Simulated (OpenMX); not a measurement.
TiO2:

```
Ti O
1.0
     4.81270    0.00000    0.00000
     0.00000    4.87188    0.00000
    -0.86289    0.00000    4.96659
Ti O
4 8
Direct
  0.27744 0.05281 0.21315
  0.72256 0.55281 0.28685
  0.72256 0.94719 0.78685
  0.27744 0.44719 0.71315
  0.06384 0.17697 0.85156
  0.93616 0.67697 0.64844
  0.93616 0.82303 0.14844
  0.06384 0.32303 0.35156
  0.44536 0.75763 0.46677
  0.55464 0.25763 0.03323
  0.55464 0.24237 0.53323
  0.44536 0.74237 0.96677
```

The cell comes from a database or a generator and needn't be the stable form of this composition.

- Program: OpenMX 3.8.5
- Task: single point
- Functional: PBE
- Potentials or basis: OpenMX 2013 PBE set, Ti7.0-s3p2d2, O6.0-s2p2d1, grid cutoff 400 Ry
- k mesh: 7 × 7 × 7
- Occupations: fermi-dirac, width 0.05 eV
- Spin: no spin polarisation

On this cell: pressure 4.9 GPa; largest force 0.287 eV/Å; band gap on the k mesh 2.08 eV, indirect (least direct gap 2.10 eV).

The same run follows on a disturbed copy (atoms moved at random, drawn with an rms of 0.05 Å):

```
CELL_PARAMETERS angstrom
4.81270 0.00000 0.00000
0.00000 4.87188 0.00000
-0.86289 0.00000 4.96659
ATOMIC_POSITIONS crystal
Ti 0.27425 0.05776 0.22448
Ti 0.72737 0.54909 0.28556
Ti 0.72955 0.95269 0.78543
Ti 0.28357 0.44971 0.71998
O 0.07259 0.18541 0.84356
O 0.93708 0.68705 0.64735
O 0.95090 0.82824 0.15202
O 0.06411 0.31933 0.36327
O 0.45177 0.76156 0.47248
O 0.55564 0.26554 0.03870
O 0.56331 0.24058 0.53121
O 0.43869 0.73815 0.95678
```

Problem. What does the disturbed cell give?

Solution. The energy moves by +18.9 meV/atom; pressure 6.2 GPa; largest force 1.690 eV/Å; band gap on the k mesh 2.08 eV, indirect (least direct gap 2.16 eV).

Forces in eV/Å, atoms in the order of the input:
```
Ti   0.647 -0.164 -0.458
Ti  -0.255  1.013  0.029
Ti  -0.191 -0.628 -0.075
Ti   0.379  0.198 -0.282
O   -0.644 -0.513  0.835
O    0.224 -0.267  0.141
O   -1.063 -0.593 -0.216
O    0.009  0.310 -0.596
O   -0.081 -0.159 -0.675
O    0.325 -0.666 -0.108
O   -0.198  0.499  0.324
O    0.846  0.983  1.084
```

Caveats: an odd mesh through Γ misses points on the zone boundary, where band edges often lie; the basis of atomic orbitals isn't converged, which shifts pressures, moduli and gaps.
